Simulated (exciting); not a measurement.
Wanted: the native input for an exciting (release sodium) run.

```yaml
Task: single point
Functional: PBEsol
Potentials_or_basis: all-electron LAPW+lo, shipped species files, valence relativity iora*
rgkmax: 7.5
k_mesh: 10 × 10 × 9
Occupations: fermi-dirac, width 0.05 eV
Spin: no spin polarisation
gmaxvr_cutoff_of_density_and_potential: 14 1/bohr
lmaxapw_and_lmaxmat: 10
lmaxvr: 8
nempty: 8
Valence_relativity: iora*
epsengy: 1e-05 Ha
epspot: 1e-05 Ha
maxscl: 60
Muffin-tin_radii: Mg 2.0 bohr
```

Crystal: Mg.

```
Mg
1.0
     3.05030    0.00000    0.00000
    -1.52515    2.64164    0.00000
     0.00000    0.00000    3.04484
Mg
1
Direct
  0.00000 0.00000 0.00000
```

This isn't the form of Mg at room conditions, which is hcp.

One way to write it, as run:

input.xml

```xml
<input>
  <title>Mg</title>
  <structure speciespath="./" tshift="false">
    <crystal scale="1">
      <basevect>5.764231220946 0.000000000000 0.000000000000</basevect>
      <basevect>-2.882115610567 4.991970670642 0.000000000000</basevect>
      <basevect>0.000000000000 0.000000000000 5.753909101271</basevect>
    </crystal>
    <species speciesfile="Mg.xml" rmt="2">
      <atom coord="0.000000000000 0.000000000000 0.000000000000"/>
    </species>
  </structure>
  <groundstate do="fromscratch" ngridk="10 10 9" rgkmax="7.5" gmaxvr="14" lmaxapw="10" lmaxmat="10" lmaxvr="8" xctype="GGA_PBE_SOL" stype="Fermi Dirac" swidth="0.00183747" nempty="8" ValenceRelativity="iora*" epsengy="1e-05" epspot="1e-05" maxscl="60" tforce="true" outputlevel="normal"/>
  <properties>
    <chargedensityplot>
      <plot3d>
        <box grid="16 16 16">
          <origin coord="0 0 0"/>
          <point coord="1 0 0"/>
          <point coord="0 1 0"/>
          <point coord="0 0 1"/>
        </box>
      </plot3d>
    </chargedensityplot>
    <elfplot>
      <plot3d>
        <box grid="16 16 16">
          <origin coord="0 0 0"/>
          <point coord="1 0 0"/>
          <point coord="0 1 0"/>
          <point coord="0 0 1"/>
        </box>
      </plot3d>
    </elfplot>
    <exccplot>
      <plot3d>
        <box grid="16 16 16">
          <origin coord="0 0 0"/>
          <point coord="1 0 0"/>
          <point coord="0 1 0"/>
          <point coord="0 0 1"/>
        </box>
      </plot3d>
    </exccplot>
  </properties>
</input>
```

Potentials or basis: all-electron LAPW+lo, shipped species files, valence relativity iora*.

Launch:

```sh
$ OMP_NUM_THREADS=1 exciting_smp
```

It gave:

```
Band gap on the k mesh                            : none (metal or under the smearing width)
All electrons inside the program's atomic spheres : Mg 10.30 (radii Mg 2.0 bohr)
```

Caveat: the log's total energy holds no entropy term; the free energy is that total less TS from the occupations.

Wall time 27 s on 1 thread of Arm Neoverse V2 (shared host), peak memory 0.1 GiB.
